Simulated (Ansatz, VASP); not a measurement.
Two plane-wave programs on Rh

The input POSCAR:

```
Rh
1.0
    0.0000000000      1.9149890286      1.9149890286
    1.9149890286      0.0000000000      1.9149890286
    1.9149890286      1.9149890286      0.0000000000
Rh
1
Direct
    0.0000000000      0.0000000000      0.0000000000
```

INCAR.step1

```
SYSTEM = Rh
PREC = Accurate ; ENCUT = 520
ISMEAR = 0 ; SIGMA = 0.1
LREAL = .False. ; LASPH = .True.
NELM = 100 ; NBANDS = 14
GGA = PE ; ALGO = Normal
EDIFF = 1E-4 ; LWAVE = .True.
LCHARG = .False.
```

The input INCAR.step2:

```
SYSTEM = Rh
PREC = Accurate ; ENCUT = 520
EDIFF = 1E-7 ; ISMEAR = 0
SIGMA = 0.1 ; LREAL = .False.
LASPH = .True. ; NELM = 100
ALGO = Normal ; ISIF = 2
LWAVE = .False. ; LCHARG = .True.
METAGGA = R2SCAN ; LMIXTAU = .True.
LELF = .True. ; LVHAR = .True.
NBANDS = 14 ; ISTART = 1
```

KPOINTS

```
regular mesh
0
Gamma
  18 18 18
  0 0 0
```

Input for Ansatz:

```yaml
crystal:
  lattice:
    - [0.0, 1.9149890286, 1.9149890286]
    - [1.9149890286, 0.0, 1.9149890286]
    - [1.9149890286, 1.9149890286, 0.0]
  atoms:
    - { symbol: Rh, position: [0.0, 0.0, 0.0] }
basis:
  ecutwfc: 500
kpoints:
  mp_grid: { grid: [18, 18, 18] }
  band_path:
    path:
      - [[0.0, 0.0, 0.0], [0.5, 0.0, 0.5], [0.625, 0.25, 0.625]]
      - [[0.375, 0.375, 0.75], [0.0, 0.0, 0.0], [0.5, 0.5, 0.5], [0.5, 0.25, 0.75], [0.5, 0.0, 0.5]]
    npoints: 14
hamiltonian:
  xc: r2scan
scf:
  occupations: { method: gaussian, width: 0.1 }
  n_extra_bands: 6
output:
  forces: true
  stress: true
  eigenvalues: true
  populations: true
  dos: { projected: true, de: 0.02, nscf_kmesh: { grid: [27, 27, 27] } }
  bader: true
  write_density: true
  write_potential: true
  elf: true
  volumetric_format: npy
```

Alike in both runs: task single point; functional r2SCAN; k mesh 18 × 18 × 18; occupations gaussian, width 0.1 eV; no spin polarisation.

```csv
,VASP,Ansatz
version,VASP 6.6.1,Ansatz 0.2.0
potentials or method,"VASP PAW PBE potentials, release 64 (Rh_pv)","scalar-relativistic, plane waves, PAW"
plane-wave cutoff (eV),520,500
valence electrons in the cell,15,17
```

|  | VASP | Ansatz | Ansatz less VASP |
| --- | --- | --- | --- |
| gap on the k mesh at the Fermi level (eV) | none | none | - |
| pressure (GPa) | -5.2 | -6.3 | -1.08 |

A gap of «none» marks a metal or a gap that the smearing closes. The two sets of potentials don't hold the same shells in valence.

Caveats: the PAW data sets were made with another functional, which shifts forces and pressure a little (VASP).
